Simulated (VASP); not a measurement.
# Mg (P6_3/mmc) in VASP: a series of runs

One crystal, Mg, is run at these levels: PBEsol; tasks: single point.

Program: VASP 6.6.1. These are calculated values, not measurements. Logs are shortened: lines on timing, memory, paths and dates and some standing lists are left out, and cuts for length are marked.

### Step 1. Starting point

Symmetry: P6_3/mmc, No. 194, hexagonal system. The conventional cell has a = 3.209 Å, b = 3.209 Å, c = 5.210 Å, α = 90.00°, β = 90.00°, γ = 120.00°. Around Mg (site symmetry -6m2) lie 12 Mg at 3.20 to 3.21 Å.

### Step 2. Single point, PBEsol

INCAR reads:

```
SYSTEM = Mg
PREC     = Accurate       ! precision mode
ENCUT    = 520            ! plane-wave cutoff, eV
EDIFF    = 1E-7           ! SCF threshold, eV
ISMEAR   = 0              ! smearing method
SIGMA    = 0.1            ! smearing width, eV
LREAL    = .False.        ! projectors in reciprocal space
LASPH    = .True.         ! aspherical terms in the spheres
NELM     = 80             ! most SCF steps
ALGO     = Normal         ! electronic algorithm
ISIF     = 2              ! what is computed and relaxed
LWAVE    = .False.        ! write WAVECAR
LCHARG   = .False.        ! write CHGCAR
GGA      = PS             ! functional
NBANDS   = 9              ! bands
```

KPOINTS reads:

```
regular mesh
0
Gamma
  6 6 4
  0 0 0
```

POSCAR reads:

```
Mg
1.0
   -1.6046357663     -2.7793106748      0.0000000000
   -1.6046357662      2.7793106748      0.0000000000
    0.0000000000      0.0000000000     -5.2103300000
Mg
2
Direct
    0.3333333333      0.6666666667      0.2500000000
    0.6666666667      0.3333333335      0.7500000000
```

Potentials or basis: VASP PAW PBE potentials, release 64 (Mg).

Launch:

```
cat potpaw_PBE.64/Mg/POTCAR > POTCAR
mpirun -np 1 vasp_std > vasp.out
```

OUTCAR:

```text
SYSTEM = Mg
   PREC = Accurate
   ENCUT = 520
   EDIFF = 1E-7
   ISMEAR = 0
   LREAL = .False.
   LASPH = .True.
   NELM = 80
   ISIF = 2
   GGA = PS

 ion  position               nearest neighbor table
   1  0.333  0.667  0.250-   2 3.20   2 3.20   2 3.20   2 3.20   2 3.20   2 3.20
   2  0.667  0.333  0.750-   1 3.20   1 3.20   1 3.20   1 3.20   1 3.20   1 3.20

  LATTYP: Found a hexagonal cell.
 ALAT       =     3.2092715325
 C/A-ratio  =     1.6235242008

  Lattice vectors:

 A1 = (  -1.6046357663,  -2.7793106748,   0.0000000000)
 A2 = (  -1.6046357662,   2.7793106748,   0.0000000000)
 A3 = (   0.0000000000,   0.0000000000,  -5.2103300000)

Analysis of symmetry for initial positions (statically):
=====================================================================
 Subroutine PRICEL returns:
 Original cell was already a primitive cell.

 Routine SETGRP: Setting up the symmetry group for a
 hexagonal supercell.

 Subroutine GETGRP returns: Found 24 space group operations
 (whereof 12 operations were pure point group operations)
 out of a pool of 24 trial point group operations.

The static configuration has the point symmetry D_3d.
 The point group associated with its full space group is D_6h.

Analysis of symmetry for dynamics (positions and initial velocities):
=====================================================================
 Subroutine PRICEL returns:
 Original cell was already a primitive cell.

 Routine SETGRP: Setting up the symmetry group for a
 hexagonal supercell.

 Subroutine GETGRP returns: Found 24 space group operations
 (whereof 12 operations were pure point group operations)
 out of a pool of 24 trial point group operations.

The dynamic configuration has the point symmetry D_3d.
 The point group associated with its full space group is D_6h.

 Subroutine INISYM returns: Found 24 space group operations
 (whereof 12 operations are pure point group operations),
 and found     1 'primitive' translations

----------------------------------------------------------------------------------------

                                     Primitive cell

  volume of cell :      46.4739

  direct lattice vectors                    reciprocal lattice vectors
    -1.604635766 -2.779310675  0.000000000    -0.311597193 -0.179900723  0.000000000
    -1.604635766  2.779310675  0.000000000    -0.311597193  0.179900723  0.000000000
[... 87 lines left out ...]
   ISIF   =      2    stress and relaxation
   ISYM   =      2    0-nonsym 1-usesym 2-fastsym
   POTIM  = 0.5000    time-step for ionic-motion
   TEBEG  =    0.0;   TEEND  =   0.0 temperature during run
   PSTRESS=    0.0 pullay stress
   NELECT =       4.0000    total number of electrons
   NUPDOWN=      -1.0000    fix difference up-down
   EMIN   =  10.00;   EMAX   =-10.00  energy-range for DOS
   EFERMI =   0.00;   METHOD = LEGACY
   ISMEAR =     0;   SIGMA  =   0.10  broadening in eV -4-tet -1-fermi 0-gaus
   EFERMI_NEDOS =   21; number of points for ismear=-14 and -15
   IALGO  =     38    algorithm
   IMIX   =      4    mixing-type and parameters
     AMIX     =   0.40;   BMIX     =  1.00
     AMIX_MAG =   1.60;   BMIX_MAG =  1.00
  volume/ion in A,a.u.               =      23.24       156.81
  Fermi-wavevector in a.u.,A,eV,Ry     =   0.722812  1.365916  7.108458  0.522457
  Thomas-Fermi vector in A             =   1.812869
   LORBIT       =      0    0 simple, 1 ext, 2 COOP (PROOUT), +10 PAW based schemes
   GGA     = PS    functional components
   LHFCALC =     F    Hartree Fock is set to
   AEXX    =    0.0000 exact exchange contribution
   IVDW    =     0    specifies the selected vdW correction
   LEPSILON=     F    determine dielectric tensor
   LRPA    =     F    only Hartree local field effects (RPA)
 non-spin polarized calculation
 Gauss-broadening in eV      SIGMA  =   0.10
  energy-cutoff  :      520.00
  volume of cell :       46.47
 maximum number of plane-waves:      1272
 NGX is ok and might be reduce to    24
   NGX = 11   NGY = 11   NGZ = 19

 number of electron       4.0000000 magnetization

 Free energy of the ion-electron system (eV)
  ---------------------------------------------------
  ext. energy  EPLUGINS =         0.00000000
  ---------------------------------------------------
  free energy    TOTEN  =        -3.37967111 eV

  energy without entropy =       -3.37249850  energy(sigma->0) =       -3.37608480

 E-fermi :   2.3901     XC(G=0):  -8.4958

 val. band max:        2.3537948595   @ k =   0.1667   0.1667   0.0000
 cond. band min:       2.4047733841   @ k =   0.3333   0.1667   0.0000
 fundamental gap:      0.0509785246
 Fermi energy:         2.3901345250

 k-point     1 :       0.0000    0.0000    0.0000
  band No.  band energies     occupation
      1      -4.3473      2.00000
      2       0.8639      2.00000
      3       1.2911      2.00000
      4      13.3850      0.00000
      5      13.3850      0.00000
      6      13.4783      0.00000
      7      13.4783      0.00000
      8      14.2779      0.00000
      9      15.8551      0.00000
[... 229 lines left out ...]
 k-point    21 :       0.3333    0.3333    0.5000
  band No.  band energies     occupation
      1       2.7350      0.00000
      2       2.7350      0.00000
      3       3.2024      0.00000
      4       3.2024      0.00000
      5       4.0506      0.00000
      6       4.0506      0.00000
      7      13.3222      0.00000
      8      13.3222      0.00000
      9      13.5653      0.00000

------------------------ aborting loop because EDIFF is reached ----------------------------------------

  FORCE on cell =-STRESS in cart. coord.  units (eV):
  Direction    XX          YY          ZZ          XY          YZ          ZX
  --------------------------------------------------------------------------------------
  -------------------------------------------------------------------------------------
  Total       -0.3402604     -0.3402604     -0.3063921     -0.0000000     -0.0000000      0.0000000
  in kB      -11.7304100    -11.7304100    -10.5628089     -0.0000000     -0.0000000      0.0000000
  external PRESSURE =     -11.3412096 kB  Pullay stress =       0.0000000 kB

 VOLUME and BASIS-vectors are now :
 -----------------------------------------------------------------------------
  energy-cutoff  :      520.00
  volume of cell :       46.47
      direct lattice vectors                 reciprocal lattice vectors
    -1.604635766 -2.779310675  0.000000000    -0.311597193 -0.179900723  0.000000000
    -1.604635766  2.779310675  0.000000000    -0.311597193  0.179900723  0.000000000
     0.000000000  0.000000000 -5.210330000     0.000000000  0.000000000 -0.191926423

 POSITION                                       TOTAL-FORCE (eV/Angst)
 -----------------------------------------------------------------------------------
     -1.60464      0.92644     -1.30258         0.000000     -0.000000      0.000000
     -1.60464     -0.92644     -3.90775        -0.000000      0.000000      0.000000
 -----------------------------------------------------------------------------------
    total drift:                               -0.000000      0.000000     -0.000000

  FREE ENERGIE OF THE ION-ELECTRON SYSTEM (eV)
  ---------------------------------------------------
  free  energy   TOTEN  =        -3.3796711095 eV

  energy  without entropy=       -3.3724984977  energy(sigma->0) =       -3.37608480
```

stdout:

```text
POSCAR found type information on POSCAR Mg
 POSCAR found :  1 types and       2 ions
 scaLAPACK will be used
 -----------------------------------------------------------------------------
|                                                                             |
|                                                                             |
|     You enforced a specific xc type in the INCAR file but a different       |
|     I HOPE YOU KNOW WHAT YOU ARE DOING!                                     |
|                                                                             |
 -----------------------------------------------------------------------------

 LDA part: xc-table for (Slater+PW92), standard interpolation
 POSCAR, INCAR and KPOINTS ok, starting setup
 FFT: planning ... GRIDC
 FFT: planning ... GRID_SOFT
 FFT: planning ... GRID
 WAVECAR not read
 entering main loop
```

Run time: 5.4 s. Hardware: 1 thread of Intel Xeon Platinum 8488C (Sapphire Rapids), shared host; peak memory 0.15 GiB.

Results:

| Quantity | Value |
| --- | --- |
| Free energy | -3.3797 eV |
| Pressure | -1.1 GPa |
| Band gap on the k mesh | none (metal or under the smearing width) |

Levels at points of the mesh, in eV from the Fermi level:
```tsv
k point	band 1	band 2	band 3	band 4	band 5	band 6	band 7
(0.00, 0.00, 0.00)	-6.74	-1.53	-1.10	10.99	10.99	11.09	11.09
(0.50, 0.00, 0.00)	-1.98	-1.98	2.78	3.15	3.38	3.80	6.95
(0.00, 0.00, 0.50)	-5.36	-5.36	5.13	5.13	11.74	11.74	11.74
(0.50, 0.00, 0.50)	-0.95	-0.95	-0.31	-0.31	8.11	8.11	8.13
```

Caveat: the k mesh is coarse (spacing up to 0.38 Å⁻¹), so the values aren't converged; the PAW data sets were made with another functional, which shifts forces and pressure a little.

### Step 3. Single point, PBEsol (bulk in the cell of the (0 0 1) plane)

INCAR reads:

```
SYSTEM = Mg
  PREC = Accurate
  ENCUT = 520
  EDIFF = 1E-6
  ISMEAR = 0
  SIGMA = 0.1
  LREAL = .False.
  LASPH = .True.
  NELM = 60
  ALGO = Normal
  ISIF = 2
  LWAVE = .False.
  LCHARG = .False.
  GGA = PS
  NBANDS = 9
```

KPOINTS reads:

```
Automatic mesh
0
Gamma
  12 12 7
  0 0 0
```

POSCAR reads:

```
Mg
1.0
    3.1881999934      0.0000000000      0.0000000000
   -1.5940999967      2.7610621866      0.0000000000
    0.0000000000      0.0000000000      5.1084658697
Mg
2
Direct
    0.3333333333      0.6666666667      0.2500000000
    0.6666666667      0.3333333333      0.7500000000
```

Potentials or basis: VASP PAW PBE potentials, release 64 (Mg).

Launch:

```
cat potpaw_PBE.64/Mg/POTCAR > POTCAR
mpirun -np 1 vasp_std > vasp.out
```

It took 6.2 s on 1 thread of Intel Xeon 6975P-C (Granite Rapids), shared host; peak memory 0.17 GiB.

Results (log left out):

| Item | Value |
| --- | --- |
| Free energy | -3.4511 eV |
| Pressure | 0.0 GPa |
| Band gap on the k mesh | none (metal or under the smearing width) |

Stress tensor (GPa, compression positive):
```
 0.02  0.00  0.00
 0.00  0.02  0.00
 0.00  0.00 -0.15
```

Levels at points of the mesh, in eV from the Fermi level:
| k point | band 1 | band 2 | band 3 | band 4 | band 5 | band 6 |
| --- | --- | --- | --- | --- | --- | --- |
| (0.00, 0.00, 0.00) | -6.95 | -1.58 | -1.04 | 10.98 | 10.98 | 11.11 |
| (0.50, 0.00, 0.00) | -2.14 | -2.12 | 2.78 | 3.13 | 3.50 | 3.88 |

Caveat: the PAW data sets were made with another functional, which shifts forces and pressure a little.

### Step 4. Single point, PBEsol

INCAR reads:

```
SYSTEM = Mg
PREC     = Accurate       ! precision mode
ENCUT    = 520            ! plane-wave cutoff, eV
EDIFF    = 1E-7           ! SCF threshold, eV
ISMEAR   = 0              ! smearing method
SIGMA    = 0.1            ! smearing width, eV
LREAL    = .False.        ! projectors in reciprocal space
LASPH    = .True.         ! aspherical terms in the spheres
NELM     = 80             ! most SCF steps
ALGO     = Normal         ! electronic algorithm
ISIF     = 2              ! what is computed and relaxed
LWAVE    = .False.        ! write WAVECAR
LCHARG   = .False.        ! write CHGCAR
GGA      = PS             ! functional
NBANDS   = 9              ! bands
```

KPOINTS reads:

```
regular mesh
0
Gamma
  6 6 4
  0 0 0
```

POSCAR reads:

```
Mg
1.0
    3.2092715325      0.0000000000      0.0000000000
   -1.6046357662      2.7793106748      0.0000000000
    0.0000000000      0.0000000000      5.2103300000
Mg
2
Direct
    0.3333333333      0.6666666667      0.2500000000
    0.6666666667      0.3333333333      0.7500000000
```

Launch:

```
cat potpaw_PBE.64/Mg/POTCAR > POTCAR
mpirun -np 1 vasp_std > vasp.out
```

It took 3.2 s on 1 thread of Intel Xeon 6975P-C (Granite Rapids), shared host; peak memory 0.15 GiB.

Results (log left out):

| Item | Value |
| --- | --- |
| Free energy | -3.3797 eV |
| Pressure | -1.1 GPa |
| Band gap on the k mesh | none (metal or under the smearing width) |

Stress tensor (GPa, compression positive):
```
-1.17  0.00  0.00
 0.00 -1.17  0.00
 0.00  0.00 -1.06
```

Levels at points of the mesh, in eV from the Fermi level:
```
           k point  band 1  band 2  band 3  band 4  band 5
(0.00, 0.00, 0.00)   -6.74   -1.53   -1.10   10.99   10.99
(0.50, 0.00, 0.00)   -1.98   -1.98    2.78    3.15    3.38
(0.00, 0.00, 0.50)   -5.36   -5.36    5.13    5.13   11.74
(0.50, 0.00, 0.50)   -0.95   -0.95   -0.31   -0.31    8.11
```

Caveat: the k mesh is coarse (spacing up to 0.38 Å⁻¹), so the values aren't converged; the PAW data sets were made with another functional, which shifts forces and pressure a little.

### Step 5. Single point, PBEsol (clean slab, lower half held)

INCAR reads:

```
SYSTEM = Mg
  ALGO = Normal
  DIPOL = 0.5 0.5 0.500
  EDIFF = 1E-6
  ENCUT = 520
  GGA = PS
  IDIPOL = 3
  ISIF = 2
  ISMEAR = 0
  LASPH = .TRUE.
  LCHARG = .FALSE.
  LDIPOL = .TRUE.
  LREAL = .FALSE.
  LWAVE = .FALSE.
  NBANDS = 12
  NELM = 100
  PREC = Accurate
  SIGMA = 0.1
```

KPOINTS reads:

```
k-points
0
G
  9 9 1
  0 0 0
```

POSCAR reads:

```
Mg
1.0
    3.1881999938      0.0000000000      0.0000000000
   -1.5940999969      2.7610621870      0.0000000000
    0.0000000000      0.0000000000     24.6626988054
Mg
4
Direct
    0.6666666667      0.3333333333      0.3446500347
    0.3333333333      0.6666666667      0.4482166782
    0.6666666667      0.3333333333      0.5502758550
    0.3333333333      0.6666666667      0.6555651533
```

Potentials or basis: VASP PAW PBE potentials, release 64 (Mg).

Launch:

```
cat potpaw_PBE.64/Mg/POTCAR > POTCAR
mpirun -np 1 vasp_std > vasp.out
```

OUTCAR:

```text
SYSTEM = Mg
   EDIFF = 1E-6
   ENCUT = 520
   GGA = PS
   ISIF = 2
   ISMEAR = 0
   LASPH = .TRUE.
   LREAL = .FALSE.
   NELM = 100
   PREC = Accurate

 ion  position               nearest neighbor table
   1  0.667  0.333  0.345-   2 3.15   2 3.15   2 3.15
   2  0.333  0.667  0.448-   3 3.12   3 3.12   3 3.12   1 3.15   1 3.15   1 3.15
   3  0.667  0.333  0.550-   2 3.12   2 3.12   2 3.12   4 3.18   4 3.18   4 3.18
   4  0.333  0.667  0.656-   3 3.18   3 3.18   3 3.18

  LATTYP: Found a hexagonal cell.
 ALAT       =     3.1881999938
 C/A-ratio  =     7.7356184848
[... 372 lines left out ...]
  -------------------------------------------------------------------------------------
  Total       -1.0240039     -1.0240039      0.2297822      0.0000000      0.0000000     -0.0000000
  in kB       -7.5570075     -7.5570075      1.6957610      0.0000000      0.0000000     -0.0000000
  external PRESSURE =      -4.4727514 kB  Pullay stress =       0.0000000 kB

 VOLUME and BASIS-vectors are now :
 -----------------------------------------------------------------------------
  energy-cutoff  :      520.00
  volume of cell :      217.10
      direct lattice vectors                 reciprocal lattice vectors
     3.188199994  0.000000000  0.000000000     0.313656609  0.181089728  0.000000000
    -1.594099997  2.761062187  0.000000000     0.000000000  0.362179456  0.000000000
     0.000000000  0.000000000 24.662698805     0.000000000  0.000000000  0.040547063

 POSITION                                       TOTAL-FORCE (eV/Angst)
 -----------------------------------------------------------------------------------
      1.59410      0.92035      8.50000        -0.000000     -0.000000     -0.070113
     -0.00000      1.84071     11.05423         0.000000      0.000000      0.066871
      1.59410      0.92035     13.57129         0.000000      0.000000     -0.014005
     -0.00000      1.84071     16.16801        -0.000000      0.000000      0.017248
 -----------------------------------------------------------------------------------
    total drift:                               -0.000000      0.000000      0.000013

  FREE ENERGIE OF THE ION-ELECTRON SYSTEM (eV)
  ---------------------------------------------------
  free  energy   TOTEN  =        -6.1571975954 eV

  energy  without entropy=       -6.1450017968  energy(sigma->0) =       -6.15109970

 vacuum level on the upper side and lower side of the slab         2.523         2.537
```

stdout:

```text
POSCAR found type information on POSCAR Mg
 POSCAR found :  1 types and       4 ions
 scaLAPACK will be used
 -----------------------------------------------------------------------------
|                                                                             |
|                                                                             |
|     You enforced a specific xc type in the INCAR file but a different       |
|     I HOPE YOU KNOW WHAT YOU ARE DOING!                                     |
|                                                                             |
 -----------------------------------------------------------------------------

 LDA part: xc-table for (Slater+PW92), standard interpolation
 POSCAR, INCAR and KPOINTS ok, starting setup
 FFT: planning ... GRIDC
 FFT: planning ... GRID_SOFT
 FFT: planning ... GRID
 WAVECAR not read
 entering main loop
```

Run time: 40 s. Hardware: 1 thread of Intel Xeon Platinum 8488C (Sapphire Rapids), shared host; peak memory 0.3 GiB.

Results:

| Item | Value |
| --- | --- |
| Free energy | -6.1572 eV |
| Largest force | 0.070 eV/Å |
| Band gap on the k mesh | none (metal or under the smearing width) |

Forces in eV/Å, atoms in the order of the input:
```
Mg   0.000  0.000 -0.070
Mg   0.000  0.000  0.067
Mg   0.000  0.000 -0.014
Mg   0.000  0.000  0.017
```

Caveat: the PAW data sets were made with another functional, which shifts forces and pressure a little.

### Step 6. The runs side by side

```tsv
cell	k mesh	dipole correction	mesh quality	gap on the mesh (eV)	pressure (GPa)
as given	6 × 6 × 4	no	coarse	none	-1.1
bulk in the cell of the (0 0 1) plane	12 × 12 × 7	no	not flagged	none	0.0
clean slab, lower half held	9 × 9 × 1	yes	not flagged	none	-
```

Alike in all rows: task single point; level PBEsol; potentials or basis VASP PAW PBE potentials, release 64 (Mg); no spin polarisation; cutoff (eV) 520; smearing gaussian 0.1 eV.

Caveats: some runs use coarse meshes; the PAW data sets were made with another functional, which shifts forces and pressure a little.

Total energies depend on the potentials used, so only differences within one code and one set of settings carry meaning.
